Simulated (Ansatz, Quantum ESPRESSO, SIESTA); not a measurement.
CsSnI3: programs and potentials compared

```
CELL_PARAMETERS angstrom
6.20570 0.00000 0.00000
0.00000 6.20570 0.00000
0.00000 0.00000 6.20570
ATOMIC_POSITIONS crystal
Cs 0.00000 0.00000 0.00000
I 0.50000 0.50000 0.00000
I 0.50000 0.00000 0.50000
I 0.00000 0.50000 0.50000
Sn 0.50000 0.50000 0.50000
```

The cell was measured well above room temperature.

Alike in all runs: task single point; functional PBE; k mesh 5 × 5 × 5; occupations fermi-dirac, width 0.05 eV; no spin polarisation; no spin-orbit coupling. Pressure is positive in compression and, in plane waves, holds the error of the finite cutoff.

```
                                                                                                        program and potentials  plane-wave cutoff (eV)         notes  pressure (GPa)
                                                                                Ansatz, all-electron LAPW, scalar-relativistic                       -             -            0.53
                                                                                     Quantum ESPRESSO, SSSP 1.3 efficiency PBE                     816             -            0.48
SIESTA, files PseudoDojo sr-pbe-0.4.1-standard, DZP (energy shift 0.003 Ry; two zetas on semicore shells; d shell added on Cs)                       -  atomic basis            0.69
```

The pressure spans 0.48 (Quantum ESPRESSO, SSSP 1.3 efficiency PBE) to 0.69 GPa (SIESTA, files PseudoDojo sr-pbe-0.4.1-standard, DZP (energy shift 0.003 Ry; two zetas on semicore shells; d shell added on Cs)), with all-electron results at 0.53. Rows in atomic bases carry the error of their basis and grid, which can be large.

Differences between rows come from potentials, basis sets and numerical settings, since the functional is the same but for its coding. Runs on potential files found faulty are left out.
